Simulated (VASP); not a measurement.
# InP in VASP: one cell, several levels of theory, part 2 of 2

VASP 6.6.1, plane waves, PAW. The steps go on from the part before.

### 3 r2SCAN

File INCAR:

```
ENCUT = 520.000000
SIGMA = 0.010000
EDIFF = 1.00e-07
ALGO = Normal
METAGGA = R2SCAN
PREC = Accurate
IBRION = -1
ISIF = 2
ISMEAR = 0
NBANDS = 16
NELM = 120
NSW = 0
LASPH = .TRUE.
LCHARG = .FALSE.
LWAVE = .FALSE.
LREAL = .FALSE.
```

File KPOINTS:

```
KPOINTS created by Atomic Simulation Environment
0
Gamma
8 8 8
0 0 0
```

File KPOINTS_OPT:

```
special points
6
Reciprocal
0.0000000000 0.0000000000 0.0000000000 1
-0.5000000000 -0.5000000000 0.0000000000 1
-0.3750000000 -0.3750000000 0.2500000000 1
-0.3750000000 0.0000000000 0.3750000000 1
0.0000000000 0.0000000000 0.5000000000 1
-0.5000000000 -0.2500000000 0.2500000000 1
```

File POSCAR:

```
In P
 1.0000000000000000
    -0.0000000000000000    2.9537876348216452    2.9537876348216452
     2.9537876348216452    0.0000000000000000    2.9537876348216452
     2.9537876348216452    2.9537876348216452    0.0000000000000000
 In  P
   1   1
Cartesian
  0.0000000000000000  0.0000000000000000 -0.0000000000000000
  1.4768938174108228  1.4768938174108228  1.4768938174108228
```

Launch:

```sh
> mpirun -np 1 vasp_std
```

Standard output, without the iteration lines:

```text
POSCAR found type information on POSCAR InP
 POSCAR found :  2 types and       2 ions
 -----------------------------------------------------------------------------
|                                                                             |
|                                                                             |
|     You enforced a specific xc type in the INCAR file but a different       |
|     I HOPE YOU KNOW WHAT YOU ARE DOING!                                     |
|                                                                             |
 -----------------------------------------------------------------------------

 LDA part: xc-table for (None), standard interpolation
 POSCAR, INCAR and KPOINTS ok, starting setup
 FFT: planning ... GRIDC
 FFT: planning ... GRID_SOFT
 FFT: planning ... GRID
 WAVECAR not read
 entering main loop
 Start KPOINTS_OPT (optional k-point list driver)
k-point batch [1-6\6]
```

OSZICAR:

```text
N       E                     dE             d eps       ncg     rms          rms(c)
DAV:   1     0.898077396235E+02    0.89808E+02   -0.85431E+03   928   0.128E+03
DAV:   2    -0.280691605359E+02   -0.11788E+03   -0.11262E+03  1064   0.310E+02
DAV:   3    -0.356774381223E+02   -0.76083E+01   -0.75801E+01  1192   0.765E+01
DAV:   4    -0.358939500402E+02   -0.21651E+00   -0.21645E+00  1224   0.140E+01
DAV:   5    -0.359048268652E+02   -0.10877E-01   -0.10877E-01  1400   0.257E+00    0.727E+00
DAV:   6    -0.323024541378E+02    0.36024E+01   -0.16447E+00  1184   0.281E+01    0.385E+00
DAV:   7    -0.322866361089E+02    0.15818E-01   -0.26437E-01  1184   0.389E+00    0.243E+00
DAV:   8    -0.322957654768E+02   -0.91294E-02   -0.16649E-02  1256   0.118E+00    0.107E+00
DAV:   9    -0.322972927910E+02   -0.15273E-02   -0.22506E-03  1104   0.382E-01    0.125E-01
DAV:  10    -0.322973138884E+02   -0.21097E-04   -0.33471E-04  1240   0.195E-01    0.145E-01
DAV:  11    -0.322973516874E+02   -0.37799E-04   -0.46462E-05  1144   0.733E-02    0.393E-02
DAV:  12    -0.322973434996E+02    0.81878E-05   -0.29076E-05  1224   0.674E-02    0.399E-02
DAV:  13    -0.322973430832E+02    0.41639E-06   -0.29982E-06  1184   0.111E-02    0.226E-02
DAV:  14    -0.322973431815E+02   -0.98350E-07   -0.78388E-08   864   0.294E-03
   1 F= -.32297343E+02 E0= -.32297343E+02  d E =-.570143E-43
       N       E                     dE             ncg
DAV:   1     0.126636486005E+04   -0.30000E+04      192
DAV:   2     0.585011051411E+03   -0.68135E+03      208
DAV:   3     0.539900343681E+03   -0.45111E+02      256
DAV:   4     0.538602211884E+03   -0.12981E+01      256
DAV:   5     0.538506388543E+03   -0.95823E-01      288
DAV:   6     0.538504781150E+03   -0.16074E-02      272
DAV:   7     0.538504697786E+03   -0.83364E-04      304
DAV:   8     0.538504697212E+03   -0.57390E-06      248
DAV:   9     0.538504697202E+03   -0.10841E-07      208
```

From OUTCAR:

```text
k-points           NKPTS =     29   k-points in BZ     NKDIM =     29   number of bands    NBANDS=     16

   NELECT =      18.0000    total number of electrons

   dimension x,y,z NGX =    32 NGY =   32 NGZ =   32
   dimension x,y,z NGXF=    64 NGYF=   64 NGZF=   64

  energy-cutoff  :      520.00
  volume of cell :       51.54
      direct lattice vectors                 reciprocal lattice vectors
     0.000000000  2.953787635  2.953787635    -0.169274187  0.169274187  0.169274187
     2.953787635  0.000000000  2.953787635     0.169274187 -0.169274187  0.169274187
     2.953787635  2.953787635  0.000000000     0.169274187  0.169274187 -0.169274187

 k-points in reciprocal lattice and weights: KPOINTS created by Atomic Simulation Env
   0.00000000  0.00000000  0.00000000       0.002
   0.12500000  0.00000000  0.00000000       0.016
   0.25000000  0.00000000  0.00000000       0.016
   0.37500000  0.00000000  0.00000000       0.016
   0.50000000  0.00000000  0.00000000       0.008
   0.12500000  0.12500000  0.00000000       0.012
   0.25000000  0.12500000  0.00000000       0.047
   0.37500000  0.12500000  0.00000000       0.047
[... 21 more k-points ...]

 E-fermi :   4.8485

 k-point     1 :       0.0000    0.0000    0.0000
  band No.  band energies     occupation
      1      -9.8581      2.00000
      2      -9.8581      2.00000
      3      -9.8581      2.00000
      4      -9.6915      2.00000
      5      -9.6915      2.00000
      6      -7.0811      2.00000
      7       4.7540      2.00000
      8       4.7540      2.00000
      9       4.7540      2.00000
     10       5.7838      0.00000
     11       9.1938      0.00000
     12       9.1938      0.00000
     13       9.1939      0.00000
     14      13.7541      0.00000
     15      14.6383      0.00000
     16      14.6383      0.00000

 k-point     2 :       0.1250    0.0000    0.0000
  band No.  band energies     occupation
      1      -9.8777      2.00000
      2      -9.8506      2.00000
      3      -9.8506      2.00000
      4      -9.6913      2.00000
      5      -9.6913      2.00000
      6      -6.8997      2.00000
      7       3.2577      2.00000
      8       4.5702      2.00000
      9       4.5702      2.00000
     10       6.6946      0.00000
     11       9.3378      0.00000
     12       9.4740      0.00000
     13       9.4740      0.00000
     14      13.9965      0.00000
     15      13.9965      0.00000
     16      14.5525      0.00000

 k-point     3 :       0.2500    0.0000    0.0000
  band No.  band energies     occupation
      1      -9.9224      2.00000
      2      -9.8344      2.00000
      3      -9.8344      2.00000
      4      -9.6889      2.00000
      5      -9.6889      2.00000
      6      -6.3955      2.00000
      7       1.3163      2.00000
      8       4.1992      2.00000
      9       4.1992      2.00000
     10       6.8590      0.00000
     11       9.9017      0.00000
     12       9.9017      0.00000
     13      10.4374      0.00000
     14      13.7776      0.00000
     15      13.7776      0.00000
     16      14.3401      0.00000

 k-point     4 :       0.3750    0.0000    0.0000
  band No.  band energies     occupation
      1      -9.9640      2.00000
      2      -9.8215      2.00000
      3      -9.8215      2.00000
      4      -9.6830      2.00000
      5      -9.6830      2.00000
      6      -5.7287      2.00000
      7      -0.2974      2.00000
      8       3.8940      2.00000
      9       3.8940      2.00000
     10       6.6502      0.00000
     11       9.9628      0.00000
     12       9.9628      0.00000
     13      11.8107      0.00000
     14      14.1502      0.00000
     15      14.7527      0.00000
     16      14.7527      0.00000

 k-point     5 :       0.5000    0.0000    0.0000
  band No.  band energies     occupation
      1      -9.9805      2.00000
      2      -9.8173      2.00000
      3      -9.8173      2.00000
      4      -9.6793      2.00000
      5      -9.6793      2.00000
      6      -5.3552      2.00000
      7      -0.9983      2.00000
      8       3.7808      2.00000
      9       3.7808      2.00000
     10       6.5559      0.00000
     11       9.9110      0.00000
     12       9.9110      0.00000
     13      12.2503      0.00000
     14      14.7263      0.00000
     15      15.9312      0.00000
     16      15.9312      0.00000

 k-point     6 :       0.1250    0.1250    0.0000
  band No.  band energies     occupation
      1      -9.8919      2.00000
      2      -9.8434      2.00000
      3      -9.8434      2.00000
      4      -9.6972      2.00000
      5      -9.6864      2.00000
      6      -6.8398      2.00000
      7       3.2604      2.00000
      8       4.2444      2.00000
      9       4.2444      2.00000
     10       7.2079      0.00000
     11       8.5427      0.00000
     12       9.9351      0.00000
     13       9.9351      0.00000
     14      12.9728      0.00000
     15      14.7905      0.00000
     16      14.9696      0.00000

 k-point     7 :       0.2500    0.1250    0.0000
  band No.  band energies     occupation
      1      -9.9283      2.00000
      2      -9.8295      2.00000
      3      -9.8264      2.00000
      4      -9.7012      2.00000
      5      -9.6815      2.00000
      6      -6.4429      2.00000
      7       1.7960      2.00000
      8       3.8233      2.00000
      9       3.8538      2.00000
     10       7.6575      0.00000
     11       8.6555      0.00000
     12      10.4872      0.00000
     13      10.5527      0.00000
     14      12.7081      0.00000
     15      14.6824      0.00000
     16      15.6362      0.00000

 k-point     8 :       0.3750    0.1250    0.0000
  band No.  band energies     occupation
      1      -9.9650      2.00000
      2      -9.8183      2.00000
      3      -9.8120      2.00000
      4      -9.6981      2.00000
      5      -9.6769      2.00000
      6      -5.8155      2.00000
      7       0.1812      2.00000
      8       3.3612      2.00000
      9       3.5506      2.00000
     10       7.4992      0.00000
     11       9.3773      0.00000
     12      10.6799      0.00000
     13      10.9470      0.00000
     14      13.8321      0.00000
     15      15.2443      0.00000
     16      15.3265      0.00000

[... the tables of k-points 9 to 29 left out ...]

  Total       -0.0356390     -0.0356390     -0.0356390     -0.0000000      0.0000000     -0.0000000
  in kB       -1.1078168     -1.1078168     -1.1078168     -0.0000000      0.0000000     -0.0000000
  external PRESSURE =      -1.1078168 kB  Pullay stress =       0.0000000 kB

 POSITION                                       TOTAL-FORCE (eV/Angst)
 -----------------------------------------------------------------------------------
      0.00000      0.00000      0.00000        -0.000000     -0.000000     -0.000000
      1.47689      1.47689      1.47689         0.000000      0.000000      0.000000
 -----------------------------------------------------------------------------------
    total drift:                               -0.000002     -0.000002     -0.000002

  FREE ENERGIE OF THE ION-ELECTRON SYSTEM (eV)
  ---------------------------------------------------
  free  energy   TOTEN  =       -32.2973431815 eV

  energy  without entropy=      -32.2973431815  energy(sigma->0) =      -32.29734318
```

Hardware: 1 MPI rank of Intel Xeon Platinum 8488C, shared host.

The levels at the points of KPOINTS_OPT are read from vasprun.xml.

Levels at the named points, in eV from the top of band v (v: the last filled band by count, c: the next):

```csv
point,v−1,v,c,c+1
Γ,0.00,0.00,1.03,4.44
X,-2.33,-2.33,2.04,2.55
U,-3.30,-1.94,2.65,4.71
K,-3.30,-1.94,2.65,4.71
L,-0.97,-0.97,1.80,5.16
W,-2.96,-2.90,4.58,4.70
```

r2SCAN gives a direct gap of 1.03 eV at Γ. The pressure is -0.11 GPa; the forces vanish within 0.01 eV/Å.

### 4 Summary

What follows sums up all 2 parts.

```
 level  gap (eV)  pressure (GPa)  Ansatz: gap (eV)  Ansatz: pressure (GPa)
   PBE      0.58            1.60              0.59                    1.65
r2SCAN      1.03           -0.11              1.03                   -0.03
```

What this shows: The gap runs from 0.58 eV (PBE) to 1.03 eV (r2SCAN). Spin-orbit coupling is left out, though the cell holds In (Z = 49); in an element this heavy it can shift bands and gaps by tenths of an eV. A measured gap is 1.4236 eV (direct; 1.6 K; a printed reference work, data compilation). The misses are: PBE -0.84, r2SCAN -0.39 eV; r2SCAN comes nearest. Levels not so marked lack spin-orbit coupling, so their miss is not the functional's alone. The calculation is for fixed nuclei; the measurement holds lattice motion too. The pressure is highest with PBE (1.6 GPa) and lowest with r2SCAN (-0.1 GPa), which orders the cells that they would relax to. The two programs agree on the gap within 0.01 eV, far less than the spread between functionals. Datasets and cutoffs are each program's own.
